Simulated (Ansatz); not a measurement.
Trial inputs on ScAl$_{3}$

The reference input for Ansatz (plane-wave DFT with PAW):

```yaml
crystal:
  lattice:
    - [-2.012795, 2.012795, 4.423196]
    - [2.012795, -2.012795, 4.423196]
    - [2.012795, 2.012795, -4.423196]
  atoms:
    - { symbol: Sc, position: [0.0, 0.0, 0.0] }
    - { symbol: Al, position: [0.75, 0.25, 0.5] }
    - { symbol: Al, position: [0.25, 0.75, 0.5] }
    - { symbol: Al, position: [0.5, 0.5, 0.0] }
basis:
  ecutwfc: 420
kpoints:
  mp_grid: { grid: [6, 6, 6] }
hamiltonian:
  xc: pbe
scf:
  occupations: { method: gaussian, width: 0.1 }
output:
  forces: true
  stress: true
  eigenvalues: true
```

Command:

```bash
ansatz run input.yaml --threads 1 --pin off --max-ram 1331MiB --backend cpu --events-out ev --progress --plain --runs-dir out
```

The run converges in 6 SCF iterations on 30 irreducible k-points: pressure -0.43 GPa, no gap.

Settings here are deliberately varied, not converged. Each trial's input is given as a difference from the reference's; energies are extrapolated to zero smearing where there is one, and pressure is positive in compression.

Trial 1:

```diff
 crystal:
   atoms:
-    - { symbol: Sc, position: [0.0, 0.0, 0.0] }
+    - { symbol: Sc, position: [0.0, 0.124205396, 0.124205396] }
 kpoints:
-  mp_grid: { grid: [6, 6, 6] }
+  mp_grid: { grid: [1, 1, 1], shift: [0.05, 0.95, 0.67] }
 scf:
-  occupations: { method: gaussian, width: 0.1 }
+  occupations: { method: tetrahedron_uncorrected }
+  eigensolver: { kind: lobpcg }
+  max_iter: 62
```

The program refuses the input:

```text
Error: YAML parse error: error: line 19 column 24: unknown variant `lobpcg`, expected one of auto, dense, davidson, support_functions
```

Next try, with these keys changed back:

```diff
 scf:
-  eigensolver: { kind: lobpcg }
```

The run converges in 8 SCF iterations on 1 irreducible k-point: energy 36.4 meV per atom above the reference, pressure 4.03 GPa, largest force 4.417 eV/Å, gap on the sampled k-points 0.29 eV (the reference is a metal, so it comes from the sampling or the changed settings). It warns that the tetrahedra were set aside for another filling of the bands.

Trial 2 (volume scaled):

```diff
 crystal:
   lattice:
-    - [-2.012795, 2.012795, 4.423196]
-    - [2.012795, -2.012795, 4.423196]
-    - [2.012795, 2.012795, -4.423196]
+    - [-2.2079582409, 2.2079582409, 4.8520748807]
+    - [2.2079582409, -2.2079582409, 4.8520748807]
+    - [2.2079582409, 2.2079582409, -4.8520748807]
 basis:
-  ecutwfc: 420
+  ecutwfc: 160
 kpoints:
-  mp_grid: { grid: [6, 6, 6] }
+  mp_grid: { grid: [7, 5, 2] }
 hamiltonian:
+  hubbard: { sites: [{ species: Sc, l: d, u_eff: 9.0 }] }
```

The run converges in 10 SCF iterations on 36 irreducible k-points: pressure -5.27 GPa (unreliable at so low a cutoff), largest force 0.068 eV/Å (unreliable too), no gap. It warns that the cutoff lies under the recommended one, 420 eV for these potentials; that the count of filled bands differs between k-points; that the mesh lowers the symmetry. Under a U the state reached may not be the lowest.

Trial 3:

```diff
 basis:
-  ecutwfc: 420
+  ecutwfc: 500
 hamiltonian:
-  xc: pbe
+  xc: r2scan
```

The run converges in 7 SCF iterations on 30 irreducible k-points: pressure -1.76 GPa, no gap.

Trial 4:

```diff
 basis:
+  xc_grid: 4
 kpoints:
-  mp_grid: { grid: [6, 6, 6] }
+  mp_grid: { grid: [2, 2, 2] }
 scf:
+  mixing: { ndim: 2, preconditioner: ldos }
+  initial_density: { chi_scale: 0, normalization: atom }
+  max_iter: 60
```

The run converges in 12 SCF iterations on 4 irreducible k-points: energy 31.7 meV per atom above the reference, pressure -1.63 GPa, no gap.

Trial 5:

```diff
 hamiltonian:
-  xc: pbe
+  xc: revpbe
```

The run converges in 6 SCF iterations on 30 irreducible k-points: pressure 0.99 GPa, no gap.

Trial 6:

```diff
 kpoints:
-  mp_grid: { grid: [6, 6, 6] }
+  mp_grid: { kspacing: 0.59 }
 hamiltonian:
-  xc: pbe
+  xc: revpbe
 scf:
+  n_extra_bands: 2
+  mixing: { preconditioner: kerker }
+  initial_density: { chi_scale: 0, normalization: atom }
+  convergence: { dr2_threshold: "1e-5 eV" }
+  max_iter: 79
```

The run converges in 5 SCF iterations on 13 irreducible k-points: pressure 0.99 GPa, no gap. It warns that the SCF threshold is loose for the forces; that the SCF threshold is loose for the stress.